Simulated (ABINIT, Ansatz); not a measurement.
# GaAs (F-43m): modes at Γ and the response to a field

Which modes does GaAs (F-43m) have at the zone centre?

Program: ABINIT 10.8.3. Level of theory: DFT LDA, scalar-relativistic, plane waves, HGH norm-conserving pseudopotentials. Results are calculated unless marked as measured.

Report form: the programs' logs are mostly left out.

## 1. The starting structure

It takes space group F-43m (No. 216, cubic). Conventional cell: a = 5.601 Å, b = 5.601 Å, c = 5.601 Å, α = 90.00°, β = 90.00°, γ = 90.00°. Nearest to Ga lie 4 As at 2.43 Å. As has 4 Ga at 2.43 Å nearest. Farther neighbours are not listed.

## 2. Relaxing the cell and atoms

The harmonic expansion starts where the forces on the atoms vanish, and stress shifts the frequencies, so cell and atoms are relaxed with tight thresholds.

The starting cell comes from a relaxation made beforehand in Ansatz (LDA, PseudoDojo NC).

File relax.abi:

```
# relaxation
ionmov 2
optcell 2
ecutsm 0.5
dilatmx 1.08
ntime 40
tolmxf 2.0d-06
tolvrs 1.0d-14
prtwf 0
prtden 0
chksymtnons 0

# basis, mesh and filling
ecut 20.0
ixc 7
ngkpt 8 8 8
nshiftk 1
shiftk 0.0 0.0 0.0
istwfk *1
occopt 1
nband 4
nstep 100
diemac 9.0
prtebands 0
prtgsr 0
useylm 1

# cell and atoms
acell 7.484374278 7.484374278 7.484374278
rprim 
    0.0 0.7071067812 0.7071067812
    0.7071067812 0.0 0.7071067812
    0.7071067812 0.7071067812 0.0
ntypat 2
znucl 31 33
natom 2
typat 1 2
xred 
    0.0 0.0 0.0
    0.25 0.25 0.25
pp_dirpath "./pseudo"
pseudos "Ga.hgh, As.hgh"
```

Launch:

```sh
> OMP_NUM_THREADS=1 mpirun -n 2 abinit relax.abi > relax.log
```

The job ended after 25 s (2 MPI ranks of Intel Xeon Platinum 8488C (Sapphire Rapids), shared host; 50 s of CPU time).

Step by step:

```csv
step,energy less that of the first step (eV),largest force (eV/Å),volume (Å³)
1,0.0000,0.0000,43.93
2,-0.0058,0.0000,43.56
3,-0.0153,0.0000,42.13
4,-0.0153,0.0000,42.23
5,-0.0153,0.0000,42.22
```

```csv
"conventional cell, symmetrised",before,after,change
a (Å),5.601,5.528,-1.3 %
b (Å),5.601,5.528,-1.3 %
c (Å),5.601,5.528,-1.3 %
volume (Å³/atom),21.96,21.11,-3.9 %
```

The relaxed structure:

```xyz
2
Lattice="0.0000 2.7638 2.7638 2.7638 0.0000 2.7638 2.7638 2.7638 0.0000" Properties=species:S:1:pos:R:3 pbc="T T T"
Ga    0.0000    0.0000    0.0000
As    1.3819    1.3819    1.3819
```

Numbers from this step:

* volume per atom: 21.11 Å³
* pressure: -1.11e-5 GPa

The volume changes by -3.9 % from the cell with which this run began.

## 3. Self-consistent run for the response

First-order wavefunctions inherit every error of the ground state, hence the very tight tolvrs. The mesh is shifted off Γ, since shifted meshes converge sums over the zone faster.

File gs.abi:

```
# ground state
tolvrs 1.0d-16
prtden 1
prtwf 1

# basis, mesh and filling
ecut 20.0
ixc 7
ngkpt 6 6 6
nshiftk 4
shiftk 
    0.5 0.5 0.5
    0.5 0.0 0.0
    0.0 0.5 0.0
    0.0 0.0 0.5
istwfk *1
occopt 1
nband 4
nstep 100
diemac 9.0
prtebands 0
prtgsr 0
useylm 1

# cell and atoms
acell 7.386165208 7.386165208 7.386165208
rprim 
    0.0 0.7071067812 0.7071067812
    0.7071067812 0.0 0.7071067812
    0.7071067812 0.7071067812 0.0
ntypat 2
znucl 31 33
natom 2
typat 1 2
xred 
    0.0 0.0 0.0
    0.25 0.25 0.25
pp_dirpath "./pseudo"
pseudos "Ga.hgh, As.hgh"
```

Launch:

```sh
> OMP_NUM_THREADS=1 mpirun -n 2 abinit gs.abi > gs.log
```

It took 4.9 s on 2 MPI ranks; 9.3 s of CPU time.

Read from the output:

```
pressure : -0.2503 GPa
```

The cell stands at -0.25 GPa: the relaxation ran with a smoothed cutoff and on another k mesh.

## 4. The gap at rest

Empty bands on the ground state's density check that the gap assumed so far is there in this cell.

File gap.abi:

```
# empty bands on the ground state's density
iscf -2
getden_filepath "gso_DEN"
tolwfr 1.0d-12
nbdbuf 2
prtwf 0

# basis, mesh and filling
ecut 20.0
ixc 7
ngkpt 8 8 8
nshiftk 1
shiftk 0.0 0.0 0.0
istwfk *1
occopt 1
nband 8
nstep 100
diemac 9.0
prtebands 0
prtgsr 0
useylm 1

# cell and atoms
acell 7.386165208 7.386165208 7.386165208
rprim 
    0.0 0.7071067812 0.7071067812
    0.7071067812 0.0 0.7071067812
    0.7071067812 0.7071067812 0.0
ntypat 2
znucl 31 33
natom 2
typat 1 2
xred 
    0.0 0.0 0.0
    0.25 0.25 0.25
pp_dirpath "./pseudo"
pseudos "Ga.hgh, As.hgh"
```

Launch:

```sh
> OMP_NUM_THREADS=1 mpirun -n 2 abinit gap.abi > gap.log
```

Elapsed: 4.2 s, on 2 MPI ranks.

Read from the output:

| Item | Value |
| --- | --- |
| gap on the k-mesh | 1.028 eV |

In this cell the gap on the mesh is 1.0 eV, direct, so fixed occupations hold.

## 5. Linear response at Γ

The derivative of the wavefunctions by k comes first, since the response to a field is built on it; then the field and the displacements that symmetry doesn't supply are solved at q = 0.

It reads the wavefunctions written in step 3.

File dfpt_gamma.abi:

```
ndtset 2

# common to the responses
getwfk_filepath "gso_WFK"
kptopt 2
nqpt 1
qpt 0.0 0.0 0.0
asr 0
chneut 0

# d/dk
rfelfd1 2
rfdir1 1 1 1
iscf1 -3
tolwfr1 1.0d-20

# displacements, field
rfphon2 1
rfatpol2 1 2
rfdir2 1 1 1
rfelfd2 3
getddk2 1
tolvrs2 1.0d-10
prtwf2 0

# basis, mesh and filling
ecut 20.0
ixc 7
ngkpt 6 6 6
nshiftk 4
shiftk 
    0.5 0.5 0.5
    0.5 0.0 0.0
    0.0 0.5 0.0
    0.0 0.0 0.5
istwfk *1
occopt 1
nband 4
nstep 100
diemac 9.0
prtebands 0
prtgsr 0
useylm 1

# cell and atoms
acell 7.386165208 7.386165208 7.386165208
rprim 
    0.0 0.7071067812 0.7071067812
    0.7071067812 0.0 0.7071067812
    0.7071067812 0.7071067812 0.0
ntypat 2
znucl 31 33
natom 2
typat 1 2
xred 
    0.0 0.0 0.0
    0.25 0.25 0.25
pp_dirpath "./pseudo"
pseudos "Ga.hgh, As.hgh"
```

Launch:

```sh
> OMP_NUM_THREADS=1 mpirun -n 2 abinit dfpt_gamma.abi > dfpt_gamma.log
```

Run time: 5.1 min. Hardware: 2 MPI ranks; 9.7 min of CPU time.

This step gave:

* miss of the charge sum rule: 0.02030 e
* largest acoustic frequency at the zone centre before the sum rule: -1.19 cm⁻¹
* highest optical zone-centre mode (no LO-TO term): 271.8 cm⁻¹
* lowest optical zone-centre mode: 271.8 cm⁻¹
* mean high-frequency dielectric constant: 12.33
* largest Born charge in size (third of the trace): 2.022 e

Born charge (rows field, columns displacement), before the sum rule (e), principal values of the symmetric part by kind of site:

```csv
atom,atoms with these values,low,middle,high,mean
Ga1,1,2.00,2.00,2.00,2.00
As2,1,-2.02,-2.02,-2.02,-2.02
```

In full for Ga1:

```
2.00 0.00 0.00
0.00 2.00 0.00
0.00 0.00 2.00
```

High-frequency dielectric tensor:

```
12.33  0.00  0.00
 0.00 12.33  0.00
 0.00  0.00 12.33
```

The acoustic modes at Γ come out as far as 1.2 cm⁻¹ from zero, where they should vanish, a small numerical error; the Born charges miss their sum rule by 0.020 e, which is fair.

## 6. Zone-centre analysis

anaddb reads the merged derivatives, imposes the acoustic sum rule and charge neutrality, and adds the LO-TO term along chosen directions.

File anaddb.abi:

```
ddb_filepath "gamma_DDB"
output_file "anaddb.abo"
outdata_prefix "anaddb"
asr 1
chneut 1
enunit 2
eivec 1
nph1l 1
qph1l 0.0 0.0 0.0 1.0
dieflag 1
nph2l 3
qph2l 
    1.0 0.0 0.0 0.0
    0.0 0.0 1.0 0.0
    1.0 1.0 1.0 0.0
```

File mrgddb.in:

```
gamma_DDB
merged
2
dfpt_gammao_DS2_DDB
gso_DDB
```

Launch:

```sh
> mrgddb < mrgddb.in > mrgddb.log
> OMP_NUM_THREADS=1 anaddb anaddb.abi > anaddb.log
```

Run time: 2 s. Hardware: 1 thread.

This step gave:

* mean static dielectric constant: 14.09
* highest mode moved by the LO-TO term: 290.6 cm⁻¹

No LO-TO term; unit eigenvectors of the mass-weighted matrix, from anaddb's displacements. The modes at Γ (shares of kinetic energy by element, %):

```csv
mode,frequency (cm⁻¹),symmetry,Ga %,As %
1,0.0,acoustic,48,52
2,0.0,acoustic,48,52
3,0.0,acoustic,48,52
4,271.8,T2,52,48
5,271.8,T2,52,48
6,271.8,T2,52,48
```

Displacements in mode 5 (271.8 cm⁻¹), the largest set to 1:
```
Ga1  0.00  1.00  0.00
As2  0.00 -0.93  0.00
```

Trace of the oscillator strength, degenerate modes summed. Infrared lines, with heights relative to the strongest:

```csv
position (cm⁻¹),lines merged,"IR intensity, relative"
272,3,100
```

Static dielectric tensor (ions relaxed, fixed cell):

```
14.09  0.00  0.00
 0.00 14.09  0.00
 0.00  0.00 14.09
```

The rule moves no optical mode by more than 0.1 cm⁻¹.

## 7. Sum rules set otherwise (asr 0)

Without the rule the raw error of the acoustic modes shows.

Changes to anaddb.abi since step 6:

```diff
@@ -3,4 +3,4 @@
 outdata_prefix "anaddb"
-asr 1
-chneut 1
+asr 0
+chneut 0
 enunit 2
```

mrgddb.in is that of step 6.

Wall time 1.1 s (1 thread).

Zone-centre frequencies as printed; negative means imaginary. Modes:

```csv
mode,frequency (cm⁻¹)
1,-1.19
2,-1.19
3,-1.19
4,271.8
5,271.8
6,271.8
```

## 8. What came out

```yaml
space_group_after_relaxation: F-43m
volume_per_atom: 21.1 Å³
highest_optical_zone_centre_mode_no_lo_to_term: 271.8 cm⁻¹
highest_mode_moved_by_the_lo_to_term: 290.6 cm⁻¹
mean_high_frequency_dielectric_constant: 12.3
largest_born_charge_in_size_third_of_the_trace: 2.02 e
mean_static_dielectric_constant: 14.1
imaginary_optical_modes_at_the_zone_centre_no_q_mesh_in_this_session: none
```

At the LDA level the optical modes of GaAs (F-43m) at the zone centre (no LO-TO term) lie at 272 cm⁻¹. Along the directions run, the highest mode that the macroscopic field moves lies at 291 cm⁻¹. Lattice motion raises the mean dielectric constant from 12.33 to 14.09. The Born charge of Ga is 2.001 e against a formal charge of +3: moving the atom carries less polarisation than a rigid ion would, as is usual in tetrahedral, largely covalent crystals. The Lyddane-Sachs-Teller relation holds: (ωLO/ωTO)² is 1.14 and ε₀/ε∞ is 1.14. These are harmonic frequencies at zero temperature: anharmonic shifts and linewidths and thermal expansion are left out. The HGH files keep few electrons and have no core correction, which is cheap but rough for As and Ga.

[Host names and launcher messages were left out of these logs when they were recorded.]

[Logs are printed without paths, hosts, clocks, repeated set-up lines and the standing remarks that a program may print on its own settings, such as how far it seeks lower states.]

[Hosts, paths, dates, database ids (printed as entryN), source tags and the programs' standing remarks are cut or masked in the printed files.]
